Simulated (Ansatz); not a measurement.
# Si3N4: a single-point run

Wanted: field gradients for Si3N4.

Computed with Ansatz 0.2.0 (DFT, PBE, plane-wave PAW, default files, scalar-relativistic, frozen cores, unless a step's input says otherwise).

## (1) The system as given

It takes space group P6_3/m (No. 176, hexagonal). Conventional cell: a = 7.605 Å, b = 7.605 Å, c = 2.905 Å, α = 90.00°, β = 90.00°, γ = 120.00°. Around Si (site symmetry m) lie 4 N at 1.73 to 1.74 Å. N (site symmetry -6) has 3 Si at 1.73 Å as nearest neighbours. N (site symmetry m) is surrounded by 3 Si at 1.73 to 1.74 Å.

Structure file:

```xyz
14
Lattice="7.6045 0.0000 0.0000 -3.8023 6.5857 0.0000 0.0000 0.0000 2.9052" Properties=species:S:1:pos:R:3 pbc="T T T"
Si   -1.3794    5.4329    2.1789
Si    2.2098    1.5218    0.7263
Si    4.0153    3.9110    0.7263
Si   -0.2130    2.6747    2.1789
Si    1.5924    5.0639    2.1789
Si    5.1817    1.1529    0.7263
N     0.0000    4.3905    2.1789
N     3.8023    2.1952    0.7263
N     4.8233    4.4115    2.1789
N    -1.4088    6.3829    0.7263
N     2.4298    4.6143    0.7263
N     1.3724    1.9714    2.1789
N    -1.0210    2.1743    0.7263
N     5.2111    0.2029    2.1789
```

## (2) Input and run

The input, input.yaml:

```yaml
crystal:
  lattice:
    - [7.6045444358, 0.0, 0.0]
    - [-3.8022722179, 6.5857286656, 0.0]
    - [0.0, 0.0, 2.90519908]
  atoms:
    - { symbol: Si, position: [0.23108243, 0.82494615, 0.75] }
    - { symbol: Si, position: [0.40613628, 0.23108243, 0.25] }
    - { symbol: Si, position: [0.82494615, 0.59386372, 0.25] }
    - { symbol: Si, position: [0.17505385, 0.40613628, 0.75] }
    - { symbol: Si, position: [0.59386372, 0.76891757, 0.75] }
    - { symbol: Si, position: [0.76891757, 0.17505385, 0.25] }
    - { symbol: "N", position: [0.3333333333, 0.6666666667, 0.75] }
    - { symbol: "N", position: [0.6666666667, 0.3333333333, 0.25] }
    - { symbol: "N", position: [0.96919449, 0.6698534, 0.75] }
    - { symbol: "N", position: [0.29934109, 0.96919449, 0.25] }
    - { symbol: "N", position: [0.6698534, 0.70065891, 0.25] }
    - { symbol: "N", position: [0.3301466, 0.29934109, 0.75] }
    - { symbol: "N", position: [0.03080551, 0.3301466, 0.25] }
    - { symbol: "N", position: [0.70065891, 0.03080551, 0.75] }
kpoints:
  mp_grid: { grid: [4, 4, 10] }
scf:
  occupations: { method: fermi_dirac, width: 0.02 }
  max_iter: 75
hamiltonian:
  xc: pbe
  pseudopotentials: { kind: paw, frozen_core: stored }
output:
  forces: true
  stress: true
  populations: true
  efg: { quadrupole_moments_barn: { "N": 0.02044 } }
basis:
  ENCUT: 400
```

Started as:

```
$ ansatz run input.yaml --threads 1 --pin off --max-ram 3072MiB --backend cpu --events-out ev --progress --plain --runs-dir out
```

The log of the run:

```text
Error: YAML parse error: error: line 35 column 3: unknown field `ENCUT`, expected one of ecutwfc, ecutrho_ratio, smooth_cutoff_half_width, xc_grid, low_memory, fft_grid_basis, precision, gaussian, splines
  --> <input>:35:3
   |
33 |   efg: { quadrupole_moments_barn: { "N": 0.02044 } }
34 | basis:
35 |   ENCUT: 400
   |   ^ unknown field `ENCUT`, expected one of ecutwfc, ecutrho_ratio, smooth_cutoff_half_width, xc_grid, low_memory, fft_grid_basis, precision, gaussian, splines
```

Run time: 0.03 s. Hardware: 1 thread of Intel Xeon Platinum 8175M at 2.50GHz (Skylake/Cascade Lake), shared host; peak memory 0.032 GiB.

## (3) Reading the log

The run ended at the input check. It says: «line 35 column 3: unknown field `ENCUT`, expected one of ecutwfc, ecutrho_ratio, smooth_cutoff_half_width, xc_grid, low_memory, ...»

The suspect setting: basis.ENCUT is 400. The key belongs to a different code's input format, or to another block.

The cure: delete basis.ENCUT.

## (4) Again, with the input mended

Besides the cure, the input differs in scf.max_iter.

input.yaml, as its differences from that of step 2:

```diff
@@ -24,3 +24,2 @@
   occupations: { method: fermi_dirac, width: 0.02 }
-  max_iter: 75
 hamiltonian:
@@ -33,3 +32 @@
   efg: { quadrupole_moments_barn: { "N": 0.02044 } }
-basis:
-  ENCUT: 400
```

Started as:

```
$ ansatz run input.yaml --threads 1 --pin off --max-ram 3072MiB --backend cpu --events-out ev --progress --plain --runs-dir out
```

From the output:

```text
[...]
Basis set: ecut = 420 eV, 2823 PW (Γ), exchange–correlation on 108×108×40 points (8 copies of the dense FFT grid, shifted against one another)
[...]
k-points: 24 of 160
[...]
SCF iter   1: F=—  HF=-6901.747770 eV  |F-HF|=—  |Δ(HF+E_count)|=         —  Δρ=1.52e-3  dr2=1.07e-3  ethr=1.77e-3  ⟨swp⟩=7.2  Hψ=5674  notcnv=0  defer=15
preconditioner: auto → Resta (q_TF=auto, 2.379 Å⁻¹)  ε∞=3.9  [insulator: Δε(μ)=4.349 eV  Ē_g=14.362 eV  σ=0.020 eV  W_gap=1.00  n_scr=32 (ndim 8)  ℏωp=24.6 eV  f_vac=0.034  D(μ)=0.00/eV (n_scr^D=0)  ε∞_Penn≈3.9]
SCF iter   2: F=—  HF=-6901.750112 eV  |F-HF|=—  |Δ(HF+E_count)|=   2.34e-3  Δρ=8.47e-4  dr2=4.09e-4  ethr=1.66e-6  ⟨swp⟩=2.9  Hψ=2493  notcnv=0  defer=188
[...]
SCF iter   5: F=—  HF=-6901.750867 eV  |F-HF|=—  |Δ(HF+E_count)|=   4.22e-6  Δρ=2.66e-5  dr2=1.30e-6  ethr=7.93e-9  ⟨swp⟩=2.5  Hψ=1720  notcnv=0  defer=188
SCF iter   6: F=-6901.750869 eV  HF=-6901.750869 eV  |F-HF|=1.14e-7  |Δ(HF+E_count)|=   1.62e-6  Δρ=6.03e-6  dr2=7.20e-8  ethr=1.56e-10  ⟨swp⟩=12.0  Hψ=6342  notcnv=0
[...]
SCF converged after 6 iterations
Free energy (F): -6901.750869 eV
[...]
E sigma→0 (E₀):  -6901.750869 eV
Fermi energy:    10.476952 eV
[...]
  P = ⅓ Tr σ = 5.7249 GPa (57.249 kbar)
[...]
```

Run time: 13 s. Hardware: 1 thread of Intel Xeon Platinum 8175M at 2.50GHz (Skylake/Cascade Lake), shared host; peak memory 0.51 GiB.

The printed gradients, by site:

| site | atoms | first shell | V_zz (10²¹ V/m²) | η | C_Q (MHz) |
| --- | --- | --- | --- | --- | --- |
| Si | 1, 2, 3, 4, … | 4 N at 1.73–1.74 Å | 0.88 | 0.32 | – |
| N7 | 7, 8 | 3 Si at 1.73 Å | -5.11 | 0.00 | -2.53 (¹⁴N) |
| N9 | 9, 10, 11, 12, … | 3 Si at 1.73–1.74 Å | -5.14 | 0.06 | -2.54 (¹⁴N) |

C_Q = eQV_zz/h, which is 24.18 MHz for Q = 1 b and V_zz = 10²¹ V/m²; η = (V_xx − V_yy)/V_zz. Nuclear quadrupole moments: year-2017 set (Pyykkö). A dash under C_Q marks elements without a common quadrupolar isotope.

## (5) Outcome

| quantity | value |
| --- | --- |
| first try | refused |
| cause | a key that the program doesn't have there |
| second try | converged, 6 SCF cycles |
| energy (zero set by the potentials) | -6901.7509 eV |
| pressure | 5.72 GPa |
| gap on the mesh | 4.35 eV |
| largest force | 0.047 eV/Å |
| largest V_zz in size | 5.14 × 10²¹ V/m² at N9 |

The second try converges in 6 SCF cycles. The largest force in the second run is 0.047 eV/Å, so the atoms are close to their relaxed places.

The gaps are Kohn-Sham values of a semilocal functional, not quasiparticle or optical gaps. Such gaps usually fall short of the measured ones.
